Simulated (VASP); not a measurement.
# SnTe (Fm-3m) in VASP: notebook, part 2 of 2

VASP 6.6.1.

**3. Band structure, revPBE**

The input, INCAR:

```
PREC     = Accurate       # precision mode
ENCUT    = 520            # plane-wave cutoff, eV
EDIFF    = 1E-7           # SCF threshold, eV
ISMEAR   = -1             # smearing method
SIGMA    = 0.05           # smearing width, eV
LREAL    = False          # projectors in reciprocal space
LASPH    = True           # aspherical terms in the spheres
NELM     = 80             # most SCF steps
ALGO     = Normal         # electronic algorithm
ISIF     = 2              # what is computed and relaxed
LWAVE    = False          # write WAVECAR
LCHARG   = False          # write CHGCAR
GGA      = RE             # functional
```

The input, KPOINTS:

```
Automatic mesh
0
Gamma
  7 7 7
```

The input, POSCAR:

```
SnTe
1.0
    0.0000000000      3.1508500000      3.1508500000
    3.1508500000      0.0000000000      3.1508500000
    3.1508500000      3.1508500000      0.0000000000
Te Sn
1 1
Direct
    0.5000000000      0.5000000000      0.5000000000
    0.0000000000      0.0000000000      0.0000000000
```

The input, KPOINTS_OPT:

```
path GXWKGLUWLK,UX
20
line-mode
reciprocal
 0.0000000000  0.0000000000  0.0000000000  G
 0.5000000000  0.0000000000  0.5000000000  X

 0.5000000000  0.0000000000  0.5000000000  X
 0.5000000000  0.2500000000  0.7500000000  W

 0.5000000000  0.2500000000  0.7500000000  W
 0.3750000000  0.3750000000  0.7500000000  K

 0.3750000000  0.3750000000  0.7500000000  K
 0.0000000000  0.0000000000  0.0000000000  G

 0.0000000000  0.0000000000  0.0000000000  G
 0.5000000000  0.5000000000  0.5000000000  L

 0.5000000000  0.5000000000  0.5000000000  L
 0.6250000000  0.2500000000  0.6250000000  U

 0.6250000000  0.2500000000  0.6250000000  U
 0.5000000000  0.2500000000  0.7500000000  W

 0.5000000000  0.2500000000  0.7500000000  W
 0.5000000000  0.5000000000  0.5000000000  L

 0.5000000000  0.5000000000  0.5000000000  L
 0.3750000000  0.3750000000  0.7500000000  K

 0.6250000000  0.2500000000  0.6250000000  U
 0.5000000000  0.0000000000  0.5000000000  X
```

Potentials or basis: VASP PAW PBE potentials, release 64 (Te, Sn_d).

Command:

```
cat potpaw_PBE.64/Te/POTCAR potpaw_PBE.64/Sn_d/POTCAR > POTCAR
mpirun -np 1 vasp_std > vasp.out
```

Wall time 1.7 min (1 thread of Intel Xeon Platinum 8259CL at 2.50GHz (Skylake/Cascade Lake), shared host); peak memory 0.22 GiB.

The run converged. Its results:

```
Free energy             : -6.9204 eV
Pressure                : 3.2 GPa
Band gap along the path : 0.04 eV, indirect (least direct gap 0.08 eV)
```

Levels at the corners of the path, in eV from the Fermi level:
```
point  band 8  band 9  band 10  band 11  band 12  band 13
    Γ   -2.25   -2.25    -2.25     3.27     3.27     3.27
    X   -5.67   -3.85    -3.85     2.10     4.85     4.85
    X   -5.67   -3.85    -3.85     2.10     4.85     4.85
    W   -4.93   -4.93    -0.93     0.77     4.54     4.54
    W   -4.93   -4.93    -0.93     0.77     4.54     4.54
    K   -5.28   -3.35    -2.80     2.94     3.00     4.12
    K   -5.28   -3.35    -2.80     2.94     3.00     4.12
    Γ   -2.25   -2.25    -2.25     3.27     3.27     3.27
    Γ   -2.25   -2.25    -2.25     3.27     3.27     3.27
    L   -1.92   -1.92    -0.05     0.03     0.28     0.28
    L   -1.92   -1.92    -0.05     0.03     0.28     0.28
    U   -5.28   -3.35    -2.80     2.94     3.00     4.12
    U   -5.28   -3.35    -2.80     2.94     3.00     4.12
    W   -4.93   -4.93    -0.93     0.77     4.54     4.54
    W   -4.93   -4.93    -0.93     0.77     4.54     4.54
    L   -1.92   -1.92    -0.05     0.03     0.28     0.28
    L   -1.92   -1.92    -0.05     0.03     0.28     0.28
    K   -5.28   -3.35    -2.80     2.94     3.00     4.12
    U   -5.28   -3.35    -2.80     2.94     3.00     4.12
    X   -5.67   -3.85    -3.85     2.10     4.85     4.85
```

Caveat: this odd mesh misses L, where the gap lies, so gap, dielectric constants and Born charges aren't listed; the PAW data sets were made with another functional, which shifts forces and pressure a little; spin-orbit coupling is left out, which moves the levels of the heavy elements.

**4. Equation of state, PBE, 30.34 Å³/atom**

The input, INCAR:

```
SYSTEM = SnTe
PREC = Accurate ; ENCUT = 460
EDIFF = 1E-7 ; ISMEAR = 0
SIGMA = 0.5 ; LREAL = .FALSE.
LASPH = .TRUE. ; NELM = 100
ALGO = Normal ; ISIF = 2
LWAVE = .FALSE. ; LCHARG = .FALSE.
GGA = PE ; ADDGRID = .FALSE.
```

The input, KPOINTS:

```
regular mesh
0
G
  4 4 4
  0 0 0
```

The input, POSCAR:

```
SnTe
1.0
    0.0000000000      3.1190210562      3.1190210562
    3.1190210562      0.0000000000      3.1190210562
    3.1190210562      3.1190210562      0.0000000000
Te Sn
1 1
Direct
    0.5000000000      0.5000000000      0.5000000000
    0.0000000000      0.0000000000      0.0000000000
```

Potentials or basis: VASP PAW PBE potentials, release 64 (Te, Sn_d).

Command:

```
cat potpaw_PBE.64/Te/POTCAR potpaw_PBE.64/Sn_d/POTCAR > POTCAR
mpirun -np 1 vasp_std > vasp.out
```

OUTCAR:

```text
SYSTEM = SnTe
   PREC = Accurate
   ENCUT = 460
   EDIFF = 1E-7
   ISMEAR = 0
   LREAL = .FALSE.
   LASPH = .TRUE.
   NELM = 100
   ISIF = 2
   GGA = PE

 Found      8 irreducible k-points:

 Following reciprocal coordinates:
            Coordinates               Weight
  0.000000  0.000000  0.000000      1.000000
  0.250000  0.000000  0.000000      8.000000
  0.500000  0.000000  0.000000      4.000000
  0.250000  0.250000  0.000000      6.000000
  0.500000  0.250000  0.000000     24.000000
 -0.250000  0.250000  0.000000     12.000000
   k-points           NKPTS =      8   k-points in BZ     NKDIM =      8   number of bands    NBANDS=     14
   number of dos      NEDOS =    301   number of ions     NIONS =      2
   total plane-waves  NPLWV =  32768
   dimension x,y,z NGX =    32 NGY =   32 NGZ =   32
   dimension x,y,z NGXF=    64 NGYF=   64 NGZF=   64
   ions per type =               1   1
   NGX,Y,Z   is equivalent  to a cutoff of  12.06, 12.06, 12.06 a.u.
   NGXF,Y,Z  is equivalent  to a cutoff of  24.12, 24.12, 24.12 a.u.
 SYSTEM =  SnTe
   PREC   = accura    normal or accurate (medium, high low for compatibility)
   ISTART =      0    job   : 0-new  1-cont  2-samecut
   ICHARG =      2    charge: 1-file 2-atom 10-const
   ISPIN  =      1    spin polarized calculation?
   LNONCOLLINEAR =      F non collinear calculations
   LSORBIT =      F    spin-orbit coupling
   LASPH  =      T    aspherical Exc in radial PAW
[... 74 lines left out ...]
     14      12.0277      0.00000
[... 71 lines left out ...]
      1     -14.6089      2.00000
      2     -14.6069      2.00000
      3     -14.5903      2.00000
      4     -14.5878      2.00000
      5     -14.5873      2.00000
      6      -4.4850      2.00000
      7      -0.3546      2.00000
      8       3.0609      2.00000
      9       5.2284      2.00000
     10       6.3049      1.99447
     11       8.2441      0.00672
     12       8.5681      0.00029
     13      11.5191      0.00000
     14      13.3278      0.00000

 [... further k-points ...]

------------------------ aborting loop because EDIFF is reached ----------------------------------------

  FORCE on cell =-STRESS in cart. coord.  units (eV):
  Direction    XX          YY          ZZ          XY          YZ          ZX
  --------------------------------------------------------------------------------------
  -------------------------------------------------------------------------------------
  Total        1.2635965      1.2635965      1.2635965     -0.0000000     -0.0000000      0.0000000
  in kB       33.3606188     33.3606188     33.3606188     -0.0000000     -0.0000000      0.0000000
  external PRESSURE =      33.3606188 kB  Pullay stress =       0.0000000 kB

 VOLUME and BASIS-vectors are now :
 -----------------------------------------------------------------------------
  energy-cutoff  :      460.00
  volume of cell :       60.69
      direct lattice vectors                 reciprocal lattice vectors
     0.000000000  3.119021056  3.119021056    -0.160306709  0.160306709  0.160306709
     3.119021056  0.000000000  3.119021056     0.160306709 -0.160306709  0.160306709
     3.119021056  3.119021056  0.000000000     0.160306709  0.160306709 -0.160306709

 POSITION                                       TOTAL-FORCE (eV/Angst)
 -----------------------------------------------------------------------------------
      3.11902      3.11902      3.11902        -0.000000     -0.000000      0.000000
      0.00000      0.00000      0.00000         0.000000      0.000000     -0.000000
 -----------------------------------------------------------------------------------
    total drift:                                0.000000     -0.000000     -0.000000

  FREE ENERGIE OF THE ION-ELECTRON SYSTEM (eV)
  ---------------------------------------------------
  free  energy   TOTEN  =        -7.5498441716 eV

  energy  without entropy=       -7.4897711415  energy(sigma->0) =       -7.51980766
```

stdout:

```text
POSCAR found type information on POSCAR TeSn
 POSCAR found :  2 types and       2 ions
 scaLAPACK will be used
 LDA part: xc-table for (Slater+PW92), standard interpolation
 POSCAR, INCAR and KPOINTS ok, starting setup
 FFT: planning ... GRIDC
 FFT: planning ... GRID_SOFT
 FFT: planning ... GRID
 WAVECAR not read
 entering main loop
```

Wall time 6.2 s (1 thread of Intel Xeon Platinum 8488C (Sapphire Rapids), shared host); peak memory 0.17 GiB.

These settings aren't checked as converged: the numbers below hold their error.

Results:

```yaml
Free_energy: -7.5498 eV
Pressure: 3.3 GPa
Band_gap_on_the_k_mesh: 0.19 eV, direct
```

Caveat: the k mesh is coarse (spacing up to 0.44 Å⁻¹), so the values aren't converged; spin-orbit coupling is left out, which moves the levels of the heavy elements.

**5. Against experiment**

Step 2. Measured gap of SnTe: 0.18 eV (direct; 300 K; a printed reference work, textbook). This calculation gives 0.04 eV (-0.14 eV). Spin-orbit coupling on Sn, Te is left out. The value is that of RPBE, without temperature or zero-point motion. Semilocal functionals fall short of measured gaps as a rule.

Step 3. Measured gap of SnTe: 0.18 eV (direct; 300 K; a printed reference work, textbook). This calculation gives 0.04 eV (-0.14 eV). Spin-orbit coupling on Sn, Te is left out. The value is that of revPBE, without temperature or zero-point motion. Semilocal functionals fall short of measured gaps as a rule.
